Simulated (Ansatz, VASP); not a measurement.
One calculation of SiC, two programs

File INCAR:

```
SYSTEM = SiC
PREC = Accurate
ENCUT = 520
EDIFF = 1E-6
ISMEAR = 0
SIGMA = 0.05
LREAL = .False.
LASPH = .True.
NELM = 100
ALGO = Normal
ISIF = 2
LWAVE = .False.
LCHARG = .True.
GGA = PE
LELF = .True.
LVHAR = .True.
NBANDS = 11
```

Contents of KPOINTS:

```
regular mesh
0
Gamma
  10 10 10
  0 0 0
```

File POSCAR:

```
SiC
1.0
    0.0000000000      2.1898640950      2.0803708902
    2.1898640950      0.0000000000      2.0803708902
    2.1898640950      2.1898640950      0.0000000000
Si C
1 1
Direct
    0.0000000000      0.0000000000      0.0000000000
    0.7500000000      0.7500000000      0.7500000000
```

Input for Ansatz:

```yaml
crystal:
  lattice:
    - [0.0, 2.189864095, 2.0803708902]
    - [2.189864095, 0.0, 2.0803708902]
    - [2.189864095, 2.189864095, 0.0]
  atoms:
    - { symbol: Si, position: [0.0, 0.0, 0.0] }
    - { symbol: C, position: [0.75, 0.75, 0.75] }
basis:
  ecutwfc: 420
kpoints:
  mp_grid: { grid: [10, 10, 10] }
hamiltonian:
  xc: pbe
scf:
  occupations: { method: gaussian, width: 0.05 }
output:
  forces: true
  stress: true
  eigenvalues: true
```

Change from the starting cell: strain +0.000 along x and y, -0.050 along z, atoms carried along.

Alike in both runs: task single point; functional PBE; k mesh 10 × 10 × 10; occupations gaussian, width 0.05 eV; no spin polarisation.

|  | VASP | Ansatz |
| --- | --- | --- |
| version | VASP 6.6.1 | Ansatz 0.2.0 |
| potentials or method | VASP PAW PBE potentials, release 64 (Si, C) | scalar-relativistic, plane waves, PAW |
| plane-wave cutoff (eV) | 520 | 420 |
| valence electrons in the cell | 8 | 8 |

|  | VASP | Ansatz | Ansatz less VASP |
| --- | --- | --- | --- |
| gap on the k mesh at the Fermi level (eV) | 0.80 | 0.80 | +0.002 |
| least direct gap on the mesh (eV) | 4.52 | 4.52 | +0.005 |
| pressure (GPa) | 11.7 | 11.8 | +0.08 |
| largest component of the traceless stress (GPa) | 7.85 | 7.82 | -0.026 |

The functional is the same, so the differences come from potentials, cutoffs and numerics.

A k mesh can miss the band edges.
